## Question

Barium titanate is a polar oxide: in its tetragonal form each titanium ion sits off the centre of its cage of oxygen ions. The table holds eight treatments of one such crystal, ordered roughly by computing time. All gaps belong to the same atomic positions, those that r2SCAN prefers. The volume per atom and the bulk modulus, which is the resistance to uniform compression, belong to each method's own equilibrium.

Tetragonal BaTiO₃ (P4mm), periodic in three directions, without spin polarisation or spin-orbit coupling. Gaps and times are for single points on the r2SCAN-relaxed cell, with k meshes from 2×2×2 (PBE coarse-settings) to 6×6×6 (PBE, r2SCAN) in the DFT runs. Volumes come from each method's own relaxation or energy curve, and bulk moduli are for fixed cell shape.

| name | kind | band gap (eV) | volume per atom (Å³) | bulk modulus (GPa) | atoms computed | rough processor time, order of size (s) |
| --- | --- | --- | --- | --- | --- | --- |
| PBE coarse-settings | low cutoff and mesh | 1.678 | n/a | n/a | 5 | 1 |
| PM7 | semi-empirical | 2.493 | 13.801 | 263.80 | 90 | 9 |
| PBE | semilocal | 1.870 | 13.341 | 155.10 | 5 | 10 |
| PBE SZV | small basis | 1.250 | 14.131 | 146.30 | 5 | 10 |
| r2SCAN | semilocal | 2.228 | 12.978 | 174.50 | 5 | 20 |
| GLLB-SC | model potential | 3.751 | n/a | n/a | 5 | 20 |
| PBE DZVP | small basis | 1.738 | 13.379 | 158.00 | 5 | 40 |
| PM6 | semi-empirical | 3.018 | n/a | n/a | 90 | 100 |

Two points of the band structure matter here. At Γ the electron wave repeats unchanged from cell to cell; at A it changes sign along all three axes. The lowest empty level lies at Γ and the highest filled level at A or right beside it. The gap measured at Γ alone is 2.334 eV in PBE, 2.701 eV in r2SCAN, 1.714 eV in PBE SZV and 2.222 eV in PBE coarse-settings.

**(a)** Why does the gap grow from PBE through r2SCAN to GLLB-SC although no atom moves?

**(b)** PBE SZV, which uses a minimal basis, gives a bulk modulus close to that of PBE. Does it therefore describe the stiffness well? Compare the methods at one common volume.

**(c)** Why do PBE coarse-settings, PM7 and PM6 not fall into line as steps towards a better answer?

## Model answer

### (a) The gap

In the ionic picture titanium has given away its 3d electrons and oxygen has filled its 2p shell. The gap is thus the energy needed to take an electron from oxygen 2p to titanium 3d. Two ways in which it can change are tested here: the filled levels can spread apart among themselves, or they can move together relative to the lowest empty level.

The gaps at Γ tell these apart. Subtracting the table's gap from the gap at Γ gives the height of the valence top above the highest filled level at Γ. This is 0.464 eV in PBE and 0.473 eV in r2SCAN, a change of only 0.01 eV, while the gap itself grows by 0.36 eV. Only the highest filled level at each point is tested here, but these two keep their spacing while the empty level moves away from them. That makes sense, because the spacing depends mainly on how the orbitals of neighbouring ions overlap, and the geometry is shared.

Theory supplies one reason for the shift. When an electron is added to an insulator, the exact exchange-correlation potential jumps by a constant. The true gap contains this jump, but the difference between PBE's orbital energies does not. r2SCAN also depends on the kinetic energy density of the orbitals, so it can act differently on filled and empty states and recovers a part of the jump. GLLB-SC is built to estimate the jump and add it, and its gap of 3.751 eV is twice that of PBE. The jump is only the smaller part of this gain, however. The run lists it separately, and most of the gain is already there in the orbital gap, before the jump is added. A likely reason is that GLLB-SC models the potential directly, with a part that depends on the orbital energies, and so holds electrons on oxygen and titanium differently from PBE.

The measured gap is roughly 3.3 eV, a recalled value. PBE falls well short of it, r2SCAN less so, and GLLB-SC overshoots by a few tenths of an eV. Errors of a few tenths should not be charged to the functional alone, since the real crystal vibrates and is less elongated than this cell. PBE's shortfall of more than 1 eV is too large for that excuse.



### (b) The stiffness

A solid normally gets stiffer as it is squeezed, so moduli taken at different volumes mix two things: how strongly the atoms resist, and how far apart they already are. To separate them, let B be the bulk modulus, V the volume and B′ the rate at which B rises with pressure. By definition a small relative decrease in volume raises the pressure by B times that decrease, and so raises B by B′ times B times that decrease. If B′ is constant, adding up the small steps gives

B(V) = B₀ (V₀/V)^B′,

where B₀ and V₀ are a method's own equilibrium values.

For many solids B′ is near 4. This typical value is used here and is not adjusted to any row. PBE has V₀ = 13.341 Å³ per atom and B₀ = 155.1 GPa, and the common volume is that of r2SCAN, 12.978 Å³. The steps are:

- ratio of volumes: 13.341 / 12.978 = 1.028
- fourth power: 1.028⁴ ≈ 1.117
- modulus at the common volume: 155.1 GPa × 1.117 ≈ 173 GPa

r2SCAN gives 174.5 GPa at this volume. PBE thus looks 11% softer than r2SCAN mainly because its crystal is larger. By this estimate the two functionals resist compression almost equally at equal volume. They disagree about where the crystal comes to rest, which fits PBE's known habit of binding solids a little too weakly.

The same step exposes the minimal basis. At its own equilibrium PBE SZV is 6% softer than PBE, which looks harmless. Its volume, however, is 6% larger, and brought to the common volume its modulus rises to about 206 GPa, well above both PBE and r2SCAN. The answer to the question is no: the crystal is too stiff at a given spacing and too expanded at rest, and the two errors nearly cancel in the printed modulus.

Both errors probably stem largely from one restriction. A minimal basis gives each valence shell of the free atom, titanium 3d included, a single radial function of fixed shape. When atoms are pushed together, their electrons would lower the energy by reshaping, and the basis leaves little room for that. Compression then costs too much, so the crystal expands and resists squeezing too strongly. PBE DZVP, which allows more than one shape and adds polarisation functions, supports this reading: its volume lies within 0.3% of that of PBE, and at the common volume its modulus is about 178 GPa. The comparison of PBE SZV with PBE is not purely one of basis, however, since the two runs also replace the inner electrons by different potentials.

The basis also spoils the gap, which is 0.62 eV below that of PBE; going to DZVP removes almost four fifths of this deficit. The highest filled levels at Γ and A are again 0.464 eV apart, but here the match is misleading. Taken together, the oxygen 2p levels at A span a clearly different range from that in PBE, so the basis distorts the filled levels as well as shifting their top towards the empty ones. The empty levels can be far off too in so small a basis. A possible cause of the shift, not tested here, is that the negatively charged oxygen ion needs a more spread-out 2p shell than the basis offers. Its electrons would then be held too close together, and their levels pushed up towards titanium 3d.

### (c) The irregular rows

PBE coarse-settings uses the same functional as PBE, but with fewer plane waves and a coarser mesh of points. Its gap is only 0.19 eV too small relative to PBE, which might pass for a cheap approximation. The spacing that stayed fixed in part (a) is now 0.544 eV, however, so the filled levels themselves are distorted. The force on titanium is worse: about 2 eV/Å in size, where the converged run has 0.06 eV/Å. Since titanium's displacement is what makes the crystal polar, a relaxation with these settings would be driven by a false force on the very atom that matters most.

PM7 breaks the usual link between size and stiffness. Its crystal is larger than that of PBE, which should make it softer, yet its modulus of 264 GPa is about one and a half times that of r2SCAN. Expansion cannot be the explanation, because it works in the opposite direction. PM7 replaces much of the quantum mechanics by parameters adjusted mainly to energies and structures of molecules. Such data fix where a bond has its minimum better than how steeply the energy rises around it, and this may be why the volume is tolerable and the stiffness is not.

The gaps of PM7 and PM6 need the same caution. Both methods rest on Hartree–Fock theory, whose orbital gaps are usually far too wide, yet PM7 lands near r2SCAN and PM6 near experiment. The two differ mainly in their parameters, and their gaps differ by about 0.5 eV. The PM7 value comes from a repeated block of cells that includes Γ but not A, and a finer sampling would probably narrow it. Agreement reached in this way does not show that the levels are right.

Nor does the order of times rank the physics. PM6 stands last although its theory is not the most complete. Its run held 90 atoms, against 5 in each density-functional run, but PM7 held as many and stands near the top, so the number of atoms alone does not settle the order either. The times are only rough sizes.

## Remarks on the reasoning

The strongest step in part (a) is the shared geometry. Had each method used its own relaxed cell, a wider gap could have come from shorter bonds or a larger displacement of titanium. With the atoms fixed, the numbers show that the functional shifts the levels. The jump in the potential accounts for only part of that shift: in GLLB-SC, where it is listed separately, it is the smaller part of the gain over PBE. That r2SCAN recovers some of the jump is an argument from theory, which the table agrees with but does not isolate.

In part (b) the close match between PBE and r2SCAN should not be read to the last gigapascal. With B′ between 3 and 5, the PBE value runs from about 168 to 178 GPa, a range that includes r2SCAN. The moduli were also computed at fixed cell shape, while a polar crystal can change its shape as its volume changes. The pressure that PBE reports in the r2SCAN cell is almost a third lower than the formula would give, a sign that such changes of shape, or numerical errors in the pressure, matter at this level. The verdict on the minimal basis is safer, because PBE SZV comes out stiffer than r2SCAN over the whole range of B′.

A tempting wrong answer accepts PBE SZV because its modulus is close to that of PBE. One good number can hide two opposite errors, and the cure is to look at a second quantity that the same shortcut is likely to disturb. For a minimal basis that is the volume; for coarse settings it is the forces.

The reasoning carries over to barium zirconate. The empty 4d levels of zirconium lie higher above oxygen 2p than the 3d levels of titanium do, so the gap is wider from the start. The jump in the potential is absent from PBE's orbital energies there too, and the model potential of GLLB-SC should again widen the orbital gap itself, so the same order of PBE, r2SCAN and GLLB-SC is to be expected. In a non-magnetic metal there is no gap for the jump to widen, so PBE and r2SCAN would have to be compared by other quantities, such as the volume and the stiffness.
